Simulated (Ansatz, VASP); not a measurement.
**Two plane-wave programs on NaF (Villiaumite)**

```
Na F
1.0
     0.00000    2.33536    2.33536
     2.33536    0.00000    2.33536
     2.33536    2.33536    0.00000
Na F
1 1
Cartesian
  0.0000 0.0000 0.0000
  2.3354 2.3354 2.3354
```

Alike in both runs: task single point; functional LDA; k mesh 10 × 10 × 10; occupations fermi-dirac, width 0.05 eV; no spin polarisation.

|  | VASP | Ansatz |
| --- | --- | --- |
| version | VASP 6.6.1 | Ansatz 0.2.0 |
| potentials or method | VASP PAW LDA potentials, release 64 (Na_pv, F) | Ansatz PAW |
| plane-wave cutoff (eV) | 520 | 420 |
| valence electrons in the cell | 14 | 16 |

|  | VASP | Ansatz | Ansatz less VASP |
| --- | --- | --- | --- |
| gap on the k mesh at the Fermi level (eV) | 5.83 | 5.85 | +0.022 |
| least direct gap on the mesh (eV) | 5.83 | 5.85 | +0.022 |
| pressure (GPa) | -5.3 | -5.2 | +0.10 |

The two sets of potentials don't hold the same shells in valence.

Caveats: the pressure holds a Pulay correction of +0.7 GPa for the finite cutoff (Ansatz); the PAW data sets come from PBE, with cores solved anew for the run's functional, which leaves a small shift of forces and pressure (Ansatz). A k mesh can miss the band edges. As with any semilocal functional, this LDA gap is likely too small.
